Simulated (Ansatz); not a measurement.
What is wrong with this input? (WS₂)

Someone meant to compute WS₂ with PBE, plane waves and PAW in Ansatz and wrote this input.

```yaml
crystal:
  lattice:
    - [3.1829541699, 0.0, 0.0]
    - [-1.591477085, 2.7565191702, 0.0]
    - [0.0, 0.0, 28.53221786]
  atoms:
    - { symbol: W, position: [0.6666666667, 0.3333333333, 0.65928643] }
    - { symbol: W, position: [0.3333333333, 0.6666666667, 0.88553378] }
    - { symbol: W, position: [0.3333333333, 0.6666666667, 0.43436168] }
    - { symbol: S, position: [0.6666666667, 0.3333333333, 0.94018573] }
    - { symbol: S, position: [0.6666666667, 0.3333333333, 0.48903042] }
    - { symbol: S, position: [0.3333333333, 0.6666666667, 0.71395221] }
    - { symbol: S, position: [0.6666666667, 0.3333333333, 0.83084828] }
    - { symbol: S, position: [0.6666666667, 0.3333333333, 0.37971025] }
    - { symbol: S, position: [0.3333333333, 0.6666666667, 0.60462521] }
total_charge: -1
basis:
  ecutwfc: 420
kpoints:
  mp_grid: { grid: [12, 12, 1] }
hamiltonian:
  xc: pbe
scf:
  occupations: { method: fixed }
output:
  forces: true
  stress: true
  eigenvalues: true
```

Command:

```bash
ansatz run input.yaml --threads 2 --pin off --max-ram 5120MiB --backend cpu --events-out ev --progress --plain --runs-dir out
```

The program printed:

```text
Error: inconsistent input (scf.occupations.method, magnetization): a σ = 0 step fill (method: fixed, or a smearing width below the step floor) cannot realise an odd electron count (79) without a locked total moment — the per-k integer fill puts the same N_el/2 bands in each spin channel …
```

**Question.** What is the cause?
A. Spin-orbit coupling without non-collinear spin
B. A charge on a gapped cell under fixed occupations
C. A Hubbard U on a shell that the atom lacks
D. An unconverged density accepted at the iteration limit
E. One k-point for a metal

**Answer.** B. An odd number of electrons can't fill whole bands in two equal spin channels. The cure is a smearing, or a spin lock.

The change to the input:

```diff
 scf:
-  occupations: { method: fixed }
+  occupations: { method: gaussian, width: 0.05 }
```

With the mended input the run converges and gives a pressure of 1.21 GPa, a largest force of 0.585 eV/Å, no gap.

Time of the mended run: 55 s on 2 threads of Intel(R) Xeon(R) Processor @ 2.50GHz (Skylake/Cascade Lake) (shared host), peak memory 0.59 GiB.